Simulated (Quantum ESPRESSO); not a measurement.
# SnSe (Pnma) in Quantum ESPRESSO: single point with PBE

Aim: the single point of SnSe with PBE.

All numbers are computed with Quantum ESPRESSO 7.5; they aren't measurements. Logs are shortened: lines on timing, memory, paths and dates and some standing lists are left out, and cuts for length are marked.

### Step 1. Starting point

The structure is orthorhombic, space group Pnma (No. 62). Conventional cell: a = 11.420 Å, b = 4.190 Å, c = 4.460 Å, α = 90.00°, β = 90.00°, γ = 90.00°. Sn (site symmetry m) has 3 Se at 2.69 to 2.83 Å as nearest neighbours. Se (site symmetry m) is surrounded by 3 Sn at 2.69 to 2.83 Å.

### Step 2. Single point, PBE

The input, pw.in:

```
&CONTROL
  calculation = 'scf'
  prefix = 'pwscf'
  outdir = './tmp'
  pseudo_dir = './pseudo'
  tprnfor = .true.
  tstress = .true.
  disk_io = 'low'
/
&SYSTEM
  space_group = 62
  A = 11.42
  B = 4.19
  C = 4.46
  nat = 2
  ntyp = 2
  ecutwfc = 86
  nbnd = 76
  occupations = 'fixed'
/
&ELECTRONS
  conv_thr = 1.6d-09
  electron_maxstep = 120
  mixing_beta = 0.5
/
ATOMIC_SPECIES
Sn   118.7100 Sn.upf
Se    78.9710 Se.upf
ATOMIC_POSITIONS crystal_sg
Sn     0.8770000000    0.7500000000    0.9090000000
Se     0.6430000000    0.7500000000    0.9840000000
K_POINTS automatic
2 3 3 0 0 0
```

The input, pp_density.in:

```
&INPUTPP
  prefix = 'pwscf'
  outdir = './tmp'
  filplot = 'density.dat'
  plot_num = 0
/
&PLOT
  nfile = 1
  filepp(1) = 'density.dat'
  iflag = 3
  output_format = 6
  fileout = 'density.cube'
/
```

The input, pp_potential.in:

```
&INPUTPP
  prefix = 'pwscf'
  outdir = './tmp'
  filplot = 'potential.dat'
  plot_num = 11
/
&PLOT
  nfile = 1
  filepp(1) = 'potential.dat'
  iflag = 3
  output_format = 6
  fileout = 'potential.cube'
/
```

The input, pp_elf.in:

```
&INPUTPP
  prefix = 'pwscf'
  outdir = './tmp'
  filplot = 'elf.dat'
  plot_num = 8
/
&PLOT
  nfile = 1
  filepp(1) = 'elf.dat'
  iflag = 3
  output_format = 6
  fileout = 'elf.cube'
/
```

Potentials or basis: PseudoDojo 0.5 SR PBE standard.

On the command line:

```sh
OMP_NUM_THREADS=1 pw.x -in pw.in > pw.out
OMP_NUM_THREADS=1 pp.x -in pp_density.in > pp_density.out
OMP_NUM_THREADS=1 pp.x -in pp_potential.in > pp_potential.out
OMP_NUM_THREADS=1 pp.x -in pp_elf.in > pp_elf.out
```

pw.out:

```text
This program is part of the open-source Quantum ESPRESSO suite
     for quantum simulation of materials; please cite
         "P. Giannozzi et al., J. Phys.:Condens. Matter 21 395502 (2009);
         "P. Giannozzi et al., J. Phys.:Condens. Matter 29 465901 (2017);
         "P. Giannozzi et al., J. Chem. Phys. 152 154105 (2020);
     in publications or presentations arising from this work. More details at

     G-vector sticks info
     --------------------
     sticks:   dense  smooth     PW     G-vecs:    dense   smooth      PW
     Sum        4677    4677   1279               155109   155109   21959

     Using Slab Decomposition

     bravais-lattice index     =            8
     lattice parameter (alat)  =      21.5807  a.u.
     unit-cell volume          =    1440.1628 (a.u.)^3
     number of atoms/cell      =            8
     number of atomic types    =            2
     number of electrons       =       120.00
     number of Kohn-Sham states=           76
     kinetic-energy cutoff     =      86.0000  Ry
     charge density cutoff     =     344.0000  Ry
     scf convergence threshold =      1.6E-09
     mixing beta               =       0.5000
     number of iterations used =            8  plain     mixing
     Exchange-correlation= PBE
                           (   1   4   3   4   0   0   0)

     celldm(1)=  21.580672  celldm(2)=   0.366900  celldm(3)=   0.390543
     celldm(4)=   0.000000  celldm(5)=   0.000000  celldm(6)=   0.000000

     crystal axes: (cart. coord. in units of alat)
               a(1) = (   1.000000   0.000000   0.000000 )
               a(2) = (   0.000000   0.366900   0.000000 )
               a(3) = (   0.000000   0.000000   0.390543 )

     reciprocal axes: (cart. coord. in units 2 pi/alat)
               b(1) = (  1.000000  0.000000  0.000000 )
               b(2) = (  0.000000  2.725537  0.000000 )
               b(3) = (  0.000000  0.000000  2.560538 )

     PseudoPot. # 1 for Sn read from file:
     Sn.upf
     Pseudo is Norm-conserving + core correction, Zval = 14.0
     Generated using ONCVPSP code by D. R. Hamann
     Using radial grid of 1628 points,  6 beta functions with:
                l(1) =   0
                l(2) =   0
                l(3) =   1
                l(4) =   1
                l(5) =   2
                l(6) =   2

     PseudoPot. # 2 for Se read from file:
     Se.upf
     Pseudo is Norm-conserving + core correction, Zval = 16.0
     Generated using ONCVPSP code by D. R. Hamann
     Using radial grid of 1214 points,  6 beta functions with:
                l(1) =   0
                l(2) =   0
                l(3) =   1
                l(4) =   1
                l(5) =   2
                l(6) =   2

     atomic species   valence    mass     pseudopotential
     Sn               14.00   118.71000     Sn( 1.00)
     Se               16.00    78.97100     Se( 1.00)

      8 Sym. Ops., with inversion, found ( 6 have fractional translation)

   Cartesian axes

     site n.     atom                  positions (alat units)
         1        Sn     tau(   1) = (   0.1230000   0.0917250   0.0355394  )
         2        Sn     tau(   2) = (   0.3770000   0.2751751   0.2308109  )
         3        Sn     tau(   3) = (   0.8770000   0.2751751   0.3550035  )
         4        Sn     tau(   4) = (   0.6230000   0.0917250   0.1597320  )
         5        Se     tau(   5) = (   0.3570000   0.0917250   0.0062487  )
         6        Se     tau(   6) = (   0.1430000   0.2751751   0.2015201  )
         7        Se     tau(   7) = (   0.6430000   0.2751751   0.3842942  )
         8        Se     tau(   8) = (   0.8570000   0.0917250   0.1890228  )

     number of k points=     8
                       cart. coord. in units 2pi/alat
        k(    1) = (   0.0000000   0.0000000   0.0000000), wk =   0.1111111
        k(    2) = (   0.0000000   0.0000000   0.8535127), wk =   0.2222222
        k(    3) = (   0.0000000   0.9085123   0.0000000), wk =   0.2222222
        k(    4) = (   0.0000000   0.9085123   0.8535127), wk =   0.4444444
        k(    5) = (  -0.5000000   0.0000000   0.0000000), wk =   0.1111111
        k(    6) = (  -0.5000000   0.0000000   0.8535127), wk =   0.2222222
        k(    7) = (  -0.5000000   0.9085123   0.0000000), wk =   0.2222222
        k(    8) = (  -0.5000000   0.9085123   0.8535127), wk =   0.4444444

     Dense  grid:   155109 G-vectors     FFT dimensions: ( 128,  48,  50)

     Initial potential from superposition of free atoms

     starting charge     119.9935, renormalised to     120.0000
     Starting wfcs are   72 randomized atomic wfcs +    4 random wfcs

     Self-consistent Calculation

     iteration #  1     ecut=    86.00 Ry     beta= 0.50
     Davidson diagonalization with overlap
     ethr =  1.00E-02,  avg # of iterations =  4.2

     Threshold (ethr) on eigenvalues was too large:
     Diagonalizing with lowered threshold

     Davidson diagonalization with overlap
     ethr =  1.74E-04,  avg # of iterations =  6.2

     total energy              =   -1600.54334606 Ry
     estimated scf accuracy    <       0.20384868 Ry

     iteration #  2     ecut=    86.00 Ry     beta= 0.50
     Davidson diagonalization with overlap
     ethr =  1.70E-04,  avg # of iterations =  2.0

     total energy              =   -1600.59134251 Ry
     estimated scf accuracy    <       0.02544110 Ry

     iteration #  3     ecut=    86.00 Ry     beta= 0.50
     Davidson diagonalization with overlap
     ethr =  2.12E-05,  avg # of iterations =  3.6

     total energy              =   -1600.59585653 Ry
     estimated scf accuracy    <       0.00291776 Ry

     iteration #  4     ecut=    86.00 Ry     beta= 0.50
     Davidson diagonalization with overlap
     ethr =  2.43E-06,  avg # of iterations =  5.0

     total energy              =   -1600.59612315 Ry
     estimated scf accuracy    <       0.00044675 Ry

     iteration #  5     ecut=    86.00 Ry     beta= 0.50
     Davidson diagonalization with overlap
     ethr =  3.72E-07,  avg # of iterations =  2.0
[... 15 lines left out ...]
     total energy              =   -1600.59620008 Ry
     estimated scf accuracy    <       0.00000015 Ry

     iteration #  8     ecut=    86.00 Ry     beta= 0.50
     Davidson diagonalization with overlap
     ethr =  1.23E-10,  avg # of iterations =  2.8

     total energy              =   -1600.59620012 Ry
     estimated scf accuracy    <       0.00000002 Ry

     iteration #  9     ecut=    86.00 Ry     beta= 0.50
     Davidson diagonalization with overlap
     ethr =  1.80E-11,  avg # of iterations =  2.1

     total energy              =   -1600.59620013 Ry
     estimated scf accuracy    <          2.0E-09 Ry

     iteration # 10     ecut=    86.00 Ry     beta= 0.50
     Davidson diagonalization with overlap
     ethr =  1.65E-12,  avg # of iterations =  2.1

     End of self-consistent calculation

          k = 0.0000 0.0000 0.0000 ( 19381 PWs)   bands (ev):

   -38.0029 -38.0029 -38.0027 -38.0027 -38.0020 -38.0020 -38.0019 -38.0019
   -37.9824 -37.9823 -37.9823 -37.9822 -37.9695 -37.9695 -37.9694 -37.9694
   -37.9652 -37.9652 -37.9651 -37.9650 -11.9375 -11.9205 -11.9202 -11.9147
   -11.9147 -11.9144 -11.9095 -11.9094 -11.9079 -11.9063 -11.9038 -11.8972
   -11.8911 -11.8908 -11.8776 -11.8741 -11.8661 -11.8630 -11.8612 -11.8506
    -4.3748  -4.0473  -3.2800  -2.8121   2.2047   3.2685   4.0358   4.3282
     4.4585   5.9747   6.0624   6.1043   6.5509   6.6106   7.2295   7.6316
     7.9177   8.2524   8.6779   8.8961  10.2234  12.4101  12.5053  12.5261
    12.7877  12.8174  13.7761  13.9640  14.0507  14.0688  14.6943  15.3454
    15.3992  15.4389  15.8806  16.2767

          k = 0.0000 0.0000 0.8535 ( 19421 PWs)   bands (ev):

   -38.0029 -38.0028 -38.0028 -38.0027 -38.0020 -38.0020 -38.0019 -38.0019
   -37.9823 -37.9823 -37.9822 -37.9822 -37.9695 -37.9695 -37.9694 -37.9694
   -37.9652 -37.9651 -37.9651 -37.9651 -11.9311 -11.9222 -11.9184 -11.9168
   -11.9166 -11.9127 -11.9112 -11.9084 -11.9050 -11.9031 -11.8984 -11.8972
   -11.8943 -11.8897 -11.8766 -11.8710 -11.8702 -11.8661 -11.8581 -11.8529
    -3.9471  -3.6497  -3.3232  -2.9854   1.3773   2.1972   2.6475   3.2472
     5.0443   6.3958   6.7345   7.1629   7.4669   7.5312   7.6502   8.0046
     8.1926   8.7377   8.9630   9.4553  10.3706  10.8870  10.8985  11.1044
    11.8619  11.9518  12.4268  12.4443  13.2741  13.3406  14.6938  15.0284
    15.5908  16.0606  16.6599  17.1069

          k = 0.0000 0.9085 0.0000 ( 19400 PWs)   bands (ev):

   -38.0028 -38.0028 -38.0027 -38.0027 -38.0020 -38.0020 -38.0019 -38.0019
   -37.9823 -37.9823 -37.9823 -37.9822 -37.9695 -37.9695 -37.9694 -37.9694
   -37.9651 -37.9651 -37.9650 -37.9650 -11.9249 -11.9215 -11.9204 -11.9202
   -11.9115 -11.9111 -11.9095 -11.9081 -11.9078 -11.9041 -11.9037 -11.8944
   -11.8941 -11.8835 -11.8767 -11.8749 -11.8692 -11.8624 -11.8607 -11.8569
    -3.8343  -3.6057  -3.1515  -2.9578   1.6677   2.3895   2.5239   3.0419
     5.0995   6.3337   6.6388   6.8045   6.8836   7.1384   7.7008   7.8018
     8.2564   8.5277   8.6058   9.2813   9.9771  10.8919  11.1013  11.1946
    11.3761  11.8562  11.9342  12.8014  13.0784  13.5521  14.2869  14.6244
    15.8145  16.3432  16.4629  16.8478
[... 42 lines left out ...]
   -38.0028 -38.0028 -38.0027 -38.0027 -38.0020 -38.0020 -38.0019 -38.0019
   -37.9823 -37.9823 -37.9822 -37.9822 -37.9695 -37.9695 -37.9694 -37.9694
   -37.9651 -37.9651 -37.9650 -37.9650 -11.9243 -11.9243 -11.9192 -11.9192
   -11.9110 -11.9110 -11.9086 -11.9086 -11.9069 -11.9069 -11.9004 -11.9004
   -11.8872 -11.8872 -11.8761 -11.8761 -11.8656 -11.8656 -11.8585 -11.8585
    -3.7389  -3.7389  -3.0349  -3.0349   1.9588   1.9588   2.7686   2.7686
     5.9993   5.9993   6.5739   6.5739   7.2065   7.2065   7.5848   7.5848
     7.9155   7.9155   8.9955   8.9955  10.5011  10.5011  11.4162  11.4162
    12.1691  12.1691  12.5265  12.5265  12.9580  12.9580  13.7178  13.7178
    16.1809  16.1809  16.8981  16.8981

          k =-0.5000 0.9085 0.8535 ( 19402 PWs)   bands (ev):

   -38.0028 -38.0028 -38.0027 -38.0027 -38.0020 -38.0020 -38.0019 -38.0019
   -37.9823 -37.9823 -37.9822 -37.9822 -37.9695 -37.9695 -37.9694 -37.9694
   -37.9651 -37.9651 -37.9651 -37.9651 -11.9308 -11.9308 -11.9274 -11.9274
   -11.9094 -11.9094 -11.9056 -11.9056 -11.9033 -11.9033 -11.8976 -11.8976
   -11.8851 -11.8851 -11.8768 -11.8768 -11.8657 -11.8657 -11.8572 -11.8572
    -3.4267  -3.4267  -3.0227  -3.0227   2.1977   2.1977   2.8528   2.8528
     4.8459   4.8459   5.7826   5.7826   6.2241   6.2241   6.9134   6.9134
     7.6777   7.6777   8.4413   8.4413  11.7447  11.7447  12.3858  12.3858
    12.5477  12.5477  13.7633  13.7633  13.9575  13.9575  15.1800  15.1800
    16.3823  16.3823  16.8629  16.8629

     highest occupied, lowest unoccupied level (ev):     9.4553    9.9771

!    total energy              =   -1600.59620013 Ry
     estimated scf accuracy    <          1.3E-10 Ry

     The total energy is the sum of the following terms:
     one-electron contribution =    -758.94628280 Ry
     hartree contribution      =     430.44176088 Ry
     xc contribution           =    -370.03099691 Ry
     ewald contribution        =    -902.06068130 Ry

     convergence has been achieved in  10 iterations

     Forces acting on atoms (cartesian axes, Ry/au):

     atom    1 type  1   force =    -0.01264278    0.00000000    0.00285511
     atom    2 type  1   force =     0.01264278    0.00000000    0.00285511
     atom    3 type  1   force =     0.01264278    0.00000000   -0.00285511
     atom    4 type  1   force =    -0.01264278    0.00000000   -0.00285511
     atom    5 type  2   force =     0.01604706    0.00000000   -0.00308858
     atom    6 type  2   force =    -0.01604706    0.00000000   -0.00308858
     atom    7 type  2   force =    -0.01604706    0.00000000    0.00308858
     atom    8 type  2   force =     0.01604706    0.00000000    0.00308858

     Total force =     0.041715     Total SCF correction =     0.000016

     Computing stress (Cartesian axis) and pressure

          total   stress  (Ry/bohr**3)                   (kbar)     P=       25.82
   0.00034846   0.00000000   0.00000000           51.26        0.00        0.00
   0.00000000   0.00013134   0.00000000            0.00       19.32        0.00
   0.00000000   0.00000000   0.00004683            0.00        0.00        6.89

=------------------------------------------------------------------------------=
   JOB DONE.
=------------------------------------------------------------------------------=
```

Wall time 4.3 min (1 thread of Arm Neoverse V1, shared host); peak memory 0.48 GiB.

Results:

```yaml
Free_energy: -21777.2207 eV
Pressure: 2.6 GPa
Largest_force: 0.420 eV/Å
Band_gap_on_the_k_mesh: 0.52 eV, indirect (least direct gap 0.70 eV)
```

Forces on the atoms (eV/Å):
```
Sn  -0.325  0.000  0.073
Sn   0.325  0.000  0.073
Sn   0.325  0.000 -0.073
Sn  -0.325  0.000 -0.073
Se   0.413  0.000 -0.079
Se  -0.413  0.000 -0.079
Se  -0.413  0.000  0.079
Se   0.413  0.000  0.079
```

Stress tensor (GPa, compression positive):
```
5.13 0.00 0.00
0.00 1.93 0.00
0.00 0.00 0.69
```

Caveat: the k mesh is coarse (spacing up to 0.50 Å⁻¹), so the values aren't converged; spin-orbit coupling is left out, which moves the levels of the heavy elements; an odd mesh through Γ misses points on the zone boundary, where band edges often lie.
